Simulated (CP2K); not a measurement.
# Ta (Im-3m) in CP2K: notebook

One crystal, Ta, is run at these levels: PBEsol; tasks: single point, equation of state.

All numbers are computed with CP2K 2026.2; they aren't measurements. Logs are shortened: lines on timing, memory, paths and dates and some standing lists are left out, and cuts for length are marked.

**Measured values to compare with.**

From “Refinement of the equation of state of tantalum”, 2004, arxiv:cond-mat/0403080, for a bulk crystal of Ta: bulk modulus 194 GPa.

How close the calculation comes is told below.

## 1. The structure

The structure is cubic, space group Im-3m (No. 229). The conventional cell has a = 3.303 Å, b = 3.303 Å, c = 3.303 Å, α = 90.00°, β = 90.00°, γ = 90.00°. Around Ta (site symmetry m-3m) lie 8 Ta at 2.86 Å.

## 2. Single point, PBEsol, 18.01 Å³/atom

ta_eos.inp

```
&GLOBAL
  PROJECT ta_eos
  RUN_TYPE ENERGY_FORCE
  PRINT_LEVEL LOW
&END GLOBAL
&FORCE_EVAL
  METHOD QS
  STRESS_TENSOR ANALYTICAL
  &DFT
    BASIS_SET_FILE_NAME BASIS_MOLOPT_UZH
    POTENTIAL_FILE_NAME POTENTIAL_UZH
    &MGRID
      CUTOFF 450
      REL_CUTOFF 60
      NGRIDS 5
    &END MGRID
    &QS
      METHOD GPW
      EPS_DEFAULT 1.0E-9
    &END QS
    &KPOINTS
      SCHEME MONKHORST-PACK 11 11 11
      GAMMA_CENTERED T
      SYMMETRY T
      SYMMETRY_BACKEND SPGLIB
    &END KPOINTS
    &SCF
      SCF_GUESS ATOMIC
      EPS_SCF 1.0E-6
      MAX_SCF 100
      ADDED_MOS 11
      CHOLESKY OFF
      EPS_EIGVAL 1.0E-7
      &DIAGONALIZATION ON
        ALGORITHM STANDARD
      &END DIAGONALIZATION
      &MIXING ON
        METHOD BROYDEN_MIXING
        ALPHA 0.4
        BETA 1.5
        NBUFFER 8
      &END MIXING
      &SMEAR ON
        METHOD FERMI_DIRAC
        ELECTRONIC_TEMPERATURE [K] 580.226
      &END SMEAR
    &END SCF
    &XC
      &XC_FUNCTIONAL
        &GGA_X_PBE_SOL
        &END GGA_X_PBE_SOL
        &GGA_C_PBE_SOL
        &END GGA_C_PBE_SOL
      &END XC_FUNCTIONAL
    &END XC
    &PRINT
      &KPOINTS ON
      &END KPOINTS
      &MULLIKEN ON
      &END MULLIKEN
      &MO ON
        ENERGIES T
        OCCUPATION_NUMBERS T
        &EACH
          QS_SCF 0
        &END EACH
        ADD_LAST NUMERIC
      &END MO
    &END PRINT
  &END DFT
  &SUBSYS
    &CELL
      ABC 2.8601008575 2.8601008575 2.8601008576
      ALPHA_BETA_GAMMA 109.4712206352 109.4712206341 109.4712206344
      PERIODIC XYZ
    &END CELL
    &COORD
      Ta  0.0000000000 0.0000000000 0.0000000000
    &END COORD
    &KIND Ta
      BASIS_SET TZVP-MOLOPT-PBE-GTH-q13
      POTENTIAL GTH-PBE-q13
    &END KIND
    &PRINT
      &ATOMIC_COORDINATES ON
      &END ATOMIC_COORDINATES
      &CELL ON
      &END CELL
    &END PRINT
  &END SUBSYS
  &PRINT
    &FORCES ON
    &END FORCES
    &STRESS_TENSOR ON
    &END STRESS_TENSOR
  &END PRINT
&END FORCE_EVAL
```

Potentials or basis: POTENTIAL_UZH Ta GTH-PBE-q13; TZVP-MOLOPT-PBE-GTH basis.

Run with:

```bash
OMP_NUM_THREADS=2 cp2k.psmp -i ta_eos.inp -o ta_eos.out
```

ta_eos.out:

```text

 CP2K| version string:                                       CP2K version 2026.2
 CP2K| Input file name                                                ta_eos.inp

 GLOBAL| Force Environment number                                              1
 GLOBAL| Basis set file name                                    BASIS_MOLOPT_UZH
 GLOBAL| Potential file name                                       POTENTIAL_UZH
 GLOBAL| MM Potential file name                                     MM_POTENTIAL
 GLOBAL| Coordinate file name                                      __STD_INPUT__
 GLOBAL| Method name                                                        CP2K
 GLOBAL| Project name                                                     ta_eos
 GLOBAL| Run type                                                   ENERGY_FORCE
 GLOBAL| FFT library                                                       FFTW3
[... 5 lines left out ...]
 GLOBAL| Global print level                                                  LOW
 GLOBAL| Total number of message passing processes                             1
 GLOBAL| Number of threads for this process                                    2
 GLOBAL| CPU model name                                                  UNKNOWN

 CELL| Volume [angstrom^3]:                                            18.010350
 CELL| Vector a [angstrom]:       2.860     0.000     0.000   |a| =     2.860101
 CELL| Vector b [angstrom]:      -0.953     2.697     0.000   |b| =     2.860101
 CELL| Vector c [angstrom]:      -0.953    -1.348     2.335   |c| =     2.860101
 CELL| Angle (b,c), alpha [degree]:                                   109.471221
 CELL| Angle (a,c), beta  [degree]:                                   109.471221
 CELL| Angle (a,b), gamma [degree]:                                   109.471221
 CELL| Numerically orthorhombic:                                              NO
 CELL| Periodicity                                                           XYZ

 CELL_REF| Volume [angstrom^3]:                                        18.010350
 CELL_REF| Vector a [angstrom     2.860     0.000     0.000   |a| =     2.860101
 CELL_REF| Vector b [angstrom    -0.953     2.697     0.000   |b| =     2.860101
 CELL_REF| Vector c [angstrom    -0.953    -1.348     2.335   |c| =     2.860101
 CELL_REF| Angle (b,c), alpha [degree]:                               109.471221
 CELL_REF| Angle (a,c), beta  [degree]:                               109.471221
 CELL_REF| Angle (a,b), gamma [degree]:                               109.471221
 CELL_REF| Numerically orthorhombic:                                          NO
 CELL_REF| Periodicity                                                       XYZ
[... 9 lines left out ...]
 TOTAL NUMBERS AND MAXIMUM NUMBERS

  Total number of            - Atomic kinds:                                   1
                             - Atoms:                                          1
                             - Shell sets:                                     1
                             - Shells:                                        11
                             - Primitive Cartesian functions:                  6
                             - Cartesian basis functions:                     41
                             - Spherical basis functions:                     35

  Maximum angular momentum of- Orbital basis functions:                        3
[... 98 lines left out ...]

  Step     Update method      Time    Convergence         Total energy    Change
  ------------------------------------------------------------------------------
     1 NoMix/Diag. 0.40E+00    7.6     0.88401446       -58.5742653015 -5.86E+01
     2 Broy./Diag. 0.40E+00    4.8     0.02309753       -58.6521968895 -7.79E-02
     3 Broy./Diag. 0.40E+00    4.9     0.05530125       -58.2922816995  3.60E-01
     4 Broy./Diag. 0.40E+00    4.8     0.00441790       -58.0950950828  1.97E-01
     5 Broy./Diag. 0.40E+00    4.9     0.00180101       -58.1043435734 -9.25E-03
     6 Broy./Diag. 0.40E+00    4.8     0.00036679       -58.1051881519 -8.45E-04
     7 Broy./Diag. 0.40E+00    4.8     0.00005677       -58.1054532515 -2.65E-04
     8 Broy./Diag. 0.40E+00    4.8     0.00002227       -58.1053639239  8.93E-05
     9 Broy./Diag. 0.40E+00    4.9     0.00000338       -58.1053458671  1.81E-05
    10 Broy./Diag. 0.40E+00    4.9     0.00000018       -58.1053426050  3.26E-06

  *** SCF run converged in    10 steps ***

  Electronic density on regular grids:        -12.9999999996        0.0000000004
  Core density on regular grids:               12.9999999870       -0.0000000130
  Total charge density on r-space grids:       -0.0000000126
  Total charge density g-space grids:          -0.0000000126

  Overlap energy of the core charge distribution:               0.00000000047280
  Self energy of the core charge distribution:                -86.63647003576149
  Core Hamiltonian energy:                                     18.53565328963627
  Hartree energy:                                              16.77548047800057
  Exchange-correlation energy:                                 -6.77972302848849
  Electronic entropic energy:                                  -0.00028330916621
  Fermi energy:                                                 0.47534413430380

  Total energy:                                               -58.10534260500461
  Total energy (extrapolated to T->0):                        -58.10520095042151

 MO| EIGENVALUES AND OCCUPATION NUMBERS FOR K POINT 1
 MO|
 MO|  Index      Eigenvalue [a.u.]        Eigenvalue [eV]             Occupation
 MO|      1              -1.967500             -53.538399               2.000000
 MO|      2              -0.766157             -20.848187               2.000000
 MO|      3              -0.766157             -20.848185               2.000000
 MO|      4              -0.761250             -20.714679               2.000000
 MO|      5               0.348543               9.484333               2.000000
 MO|      6               0.348543               9.484335               2.000000
[... 322 lines left out ...]
 MO|     17               1.586048              43.158552               0.000000
 MO|     18               1.693066              46.070679               0.000000
 MO| Sum:                                                              12.000000
 MO| E(Fermi):            0.475344 a.u.         12.934772 eV

 [... the levels of further k-points ...]

 !-----------------------------------------------------------------------------!
                     Mulliken Population Analysis

 #  Atom  Element  Kind  Atomic population                           Net charge
       1     Ta       1         13.000000                             -0.000000
 # Total charge                             13.000000                 -0.000000

 !-----------------------------------------------------------------------------!

 ENERGY| Total FORCE_EVAL ( QS ) energy [hartree]            -58.105342599464301

 FORCES| Atomic forces [hartree/bohr]
 FORCES|   Atom     x               y               z               |f|
 FORCES|      1 -2.42333386E-14  2.50508428E-14 -4.63012481E-14   5.79534727E-14
 FORCES| Sum    -2.42333386E-14  2.50508428E-14 -4.63012481E-14
 FORCES| Total atomic force                                       5.79534727E-14

 STRESS| Analytical stress tensor [bar]
 STRESS|                        x                   y                   z
 STRESS|      x       -3.99615741842E+04  -5.05511751935E-03  -6.58780860429E-04
 STRESS|      y       -5.05511751935E-03  -3.99614424795E+04  -3.33211175844E-03
 STRESS|      z       -6.58780860429E-04  -3.33211175844E-03  -3.99614995680E+04
 STRESS| 1/3 Trace                                            -3.99615054106E+04
 STRESS| Determinant                                          -6.38154037335E+13

 STRESS| Eigenvectors and eigenvalues of the analytical stress tensor [bar]
 STRESS|                        1                   2                   3
 STRESS| Eigenvalues  -3.99615743862E+04  -3.99614997497E+04  -3.99614420958E+04
 STRESS|      x           0.999201018224     -0.012703875483     -0.037893755780
 STRESS|      y           0.038558447479      0.056961813702      0.997631494044
 STRESS|      z           0.010515289221      0.998295529053     -0.057406143967
```

It took 60 s on 2 threads of Arm Neoverse V2, shared host; peak memory 0.28 GiB.

Results:

```yaml
Free_energy: -1581.1268 eV
Pressure: -4.0 GPa
Band_gap_on_the_k_mesh: none (metal or under the smearing width)
```

Caveat: the potentials were made for another functional, which shifts forces and pressure; the basis of atomic orbitals isn't converged, which shifts pressures, moduli and gaps.

## 3. Single point, PBEsol, 17.65 Å³/atom (volume scaled by 0.98)

Changes to ta_eos.inp since step 2:

```diff
@@ -11,2 +11,3 @@
     POTENTIAL_FILE_NAME POTENTIAL_UZH
+    WFN_RESTART_FILE_NAME previous-RESTART.kp
     &MGRID
@@ -27,3 +28,3 @@
     &SCF
-      SCF_GUESS ATOMIC
+      SCF_GUESS RESTART
       EPS_SCF 1.0E-6
@@ -72,4 +73,4 @@
     &CELL
-      ABC 2.8601008575 2.8601008575 2.8601008576
-      ALPHA_BETA_GAMMA 109.4712206352 109.4712206341 109.4712206344
+      ABC 2.8409049713 2.8409049714 2.8409049714
+      ALPHA_BETA_GAMMA 109.4712206351 109.4712206343 109.4712206346
       PERIODIC XYZ
```

Potentials or basis: POTENTIAL_UZH Ta GTH-PBE-q13; TZVP-MOLOPT-PBE-GTH basis.

Run with:

```bash
OMP_NUM_THREADS=2 cp2k.psmp -i ta_eos.inp -o ta_eos.out
```

Run time: 56 s. Hardware: 2 threads of Arm Neoverse V2, shared host; peak memory 0.28 GiB.

The run converged. Its results:

| Quantity | Value |
| --- | --- |
| Free energy | -1581.1313 eV |
| Pressure | 0.1 GPa |
| Band gap on the k mesh | none (metal or under the smearing width) |

Caveat: the potentials were made for another functional, which shifts forces and pressure; the basis of atomic orbitals isn't converged, which shifts pressures, moduli and gaps.

## 4. Single point, PBEsol, 18.37 Å³/atom (volume scaled by 1.02)

Changes to ta_eos.inp since step 3:

```diff
@@ -73,4 +73,4 @@
     &CELL
-      ABC 2.8409049713 2.8409049714 2.8409049714
-      ALPHA_BETA_GAMMA 109.4712206351 109.4712206343 109.4712206346
+      ABC 2.8790424748 2.8790424748 2.8790424749
+      ALPHA_BETA_GAMMA 109.4712206350 109.4712206333 109.4712206341
       PERIODIC XYZ
```

Run with:

```bash
OMP_NUM_THREADS=2 cp2k.psmp -i ta_eos.inp -o ta_eos.out
```

It took 56 s on 2 threads of Arm Neoverse V2, shared host; peak memory 0.28 GiB.

Results (log left out):

| Quantity | Value |
| --- | --- |
| Free energy | -1581.1136 eV |
| Pressure | -7.7 GPa |
| Band gap on the k mesh | none (metal or under the smearing width) |

Caveat: the potentials were made for another functional, which shifts forces and pressure; the basis of atomic orbitals isn't converged, which shifts pressures, moduli and gaps.

## 5. Single point, PBEsol, 17.29 Å³/atom (volume scaled by 0.96)

Changes to ta_eos.inp since step 4:

```diff
@@ -73,4 +73,4 @@
     &CELL
-      ABC 2.8790424748 2.8790424748 2.8790424749
-      ALPHA_BETA_GAMMA 109.4712206350 109.4712206333 109.4712206341
+      ABC 2.8214461074 2.8214461074 2.8214461075
+      ALPHA_BETA_GAMMA 109.4712206361 109.4712206339 109.4712206344
       PERIODIC XYZ
```

Run with:

```bash
OMP_NUM_THREADS=2 cp2k.psmp -i ta_eos.inp -o ta_eos.out
```

Wall time 54 s (2 threads of Arm Neoverse V2, shared host); peak memory 0.28 GiB.

It converged, with:

* Free energy: -1581.1260 eV
* Pressure: 4.7 GPa
* Band gap on the k mesh: none (metal or under the smearing width)

Caveat: the potentials were made for another functional, which shifts forces and pressure; the basis of atomic orbitals isn't converged, which shifts pressures, moduli and gaps.

## 6. Single point, PBEsol, 18.73 Å³/atom (volume scaled by 1.04)

Changes to ta_eos.inp since step 5:

```diff
@@ -73,4 +73,4 @@
     &CELL
-      ABC 2.8214461074 2.8214461074 2.8214461075
-      ALPHA_BETA_GAMMA 109.4712206361 109.4712206339 109.4712206344
+      ABC 2.8977380797 2.8977380796 2.8977380797
+      ALPHA_BETA_GAMMA 109.4712206359 109.4712206337 109.4712206344
       PERIODIC XYZ
```

Potentials or basis: POTENTIAL_UZH Ta GTH-PBE-q13; TZVP-MOLOPT-PBE-GTH basis.

Run with:

```bash
OMP_NUM_THREADS=2 cp2k.psmp -i ta_eos.inp -o ta_eos.out
```

It took 53 s on 2 threads of Arm Neoverse V2, shared host; peak memory 0.27 GiB.

The run converged. Its results:

| Item | Value |
| --- | --- |
| Free energy | -1581.0927 eV |
| Pressure | -10.9 GPa |
| Band gap on the k mesh | none (metal or under the smearing width) |

Caveat: the potentials were made for another functional, which shifts forces and pressure; the basis of atomic orbitals isn't converged, which shifts pressures, moduli and gaps.

## 7. Single point, PBEsol, 16.93 Å³/atom (volume scaled by 0.94)

Changes to ta_eos.inp since step 6:

```diff
@@ -73,4 +73,4 @@
     &CELL
-      ABC 2.8977380797 2.8977380796 2.8977380797
-      ALPHA_BETA_GAMMA 109.4712206359 109.4712206337 109.4712206344
+      ABC 2.8017150695 2.8017150695 2.8017150696
+      ALPHA_BETA_GAMMA 109.4712206350 109.4712206348 109.4712206349
       PERIODIC XYZ
```

Run with:

```bash
OMP_NUM_THREADS=2 cp2k.psmp -i ta_eos.inp -o ta_eos.out
```

Run time: 56 s. Hardware: 2 threads of Arm Neoverse V2, shared host; peak memory 0.27 GiB.

Results (log left out):

| Item | Value |
| --- | --- |
| Free energy | -1581.1098 eV |
| Pressure | 9.8 GPa |
| Band gap on the k mesh | none (metal or under the smearing width) |

Caveat: the potentials were made for another functional, which shifts forces and pressure; the basis of atomic orbitals isn't converged, which shifts pressures, moduli and gaps.

## 8. Single point, PBEsol, 19.09 Å³/atom (volume scaled by 1.06)

Changes to ta_eos.inp since step 7:

```diff
@@ -73,4 +73,4 @@
     &CELL
-      ABC 2.8017150695 2.8017150695 2.8017150696
-      ALPHA_BETA_GAMMA 109.4712206350 109.4712206348 109.4712206349
+      ABC 2.9161955077 2.9161955077 2.9161955078
+      ALPHA_BETA_GAMMA 109.4712206359 109.4712206334 109.4712206337
       PERIODIC XYZ
```

Run with:

```bash
OMP_NUM_THREADS=2 cp2k.psmp -i ta_eos.inp -o ta_eos.out
```

Run time: 46 s. Hardware: 2 threads of Arm Neoverse V2, shared host; peak memory 0.27 GiB.

It converged, with:

- Free energy: -1581.0647 eV
- Pressure: -13.9 GPa
- Band gap on the k mesh: none (metal or under the smearing width)

Caveat: the potentials were made for another functional, which shifts forces and pressure; the basis of atomic orbitals isn't converged, which shifts pressures, moduli and gaps.

## 9. Equation of state, PBEsol

Potentials or basis: POTENTIAL_UZH Ta GTH-PBE-q13; TZVP-MOLOPT-PBE-GTH basis.

No new run: the results of the series are fitted here.

Results:

```
Equilibrium volume                      : 17.66 Å³/atom
Bulk modulus                            : 212 GPa
Pressure derivative of the bulk modulus : 4.5
```

Energy against volume, from the lowest point:
| volume (Å³/atom) | energy (meV/atom) |
| --- | --- |
| 16.930 | 21.43 |
| 17.290 | 5.26 |
| 17.650 | 0.00 |
| 18.010 | 4.48 |
| 18.371 | 17.64 |
| 18.731 | 38.60 |
| 19.091 | 66.58 |

Caveat: the potentials were made for another functional, which shifts forces and pressure; the basis of atomic orbitals isn't converged, which shifts pressures, moduli and gaps. The run has no spin-orbit coupling, so splittings on Ta are missing.

## 10. Comparison with measurements

Step 9. A measured bulk modulus of Ta is 194 GPa (quoted in “Refinement of the equation of state of tantalum”, 2004, arxiv:cond-mat/0403080); the calculated 212 GPa misses it by +9.0 %. The fit is for a static lattice scaled at fixed shape and fixed fractional positions.
